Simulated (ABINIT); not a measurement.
Crystal: PtS2.

```
Pt S
1.0
     3.54320    0.00000    0.00000
    -1.77160    3.06850    0.00000
     0.00000    0.00000    5.03880
Pt S
1 2
Cartesian
  0.0000 0.0000 0.0000
  1.7716 1.0228 3.8950
  0.0000 2.0457 1.1438
```

Program: ABINIT 10.8.3 (patched build). Alike in all runs: no spin polarisation; cell as given; cutoff (eV) 544; smearing fermi-dirac 0.05 eV.

Question: Order these runs on this cell by their pressure, lowest first.
A. level AM05; potentials or basis JTH PAW PBE v2.0; k mesh 9 × 9 × 5
B. level HCTH407; potentials or basis JTH PAW PBE v2.0; k mesh 9 × 9 × 5
C. level revPBE; potentials or basis JTH PAW PBE v2.0; k mesh 9 × 9 × 5
D. level LDA-PZ; potentials or basis JTH PAW LDA v2.0; k mesh 9 × 9 × 5
E. level PBE; potentials or basis JTH PAW PBE v2.0; k mesh 5 × 5 × 3

Answer: D (4.1 GPa), A (7.1 GPa), B (9.2 GPa), E (12.3 GPa), C (14.3 GPa).

Caveats: the PAW data sets were made with another functional, which shifts forces and pressure a little (some runs).

Not every run made on this cell is shown here.
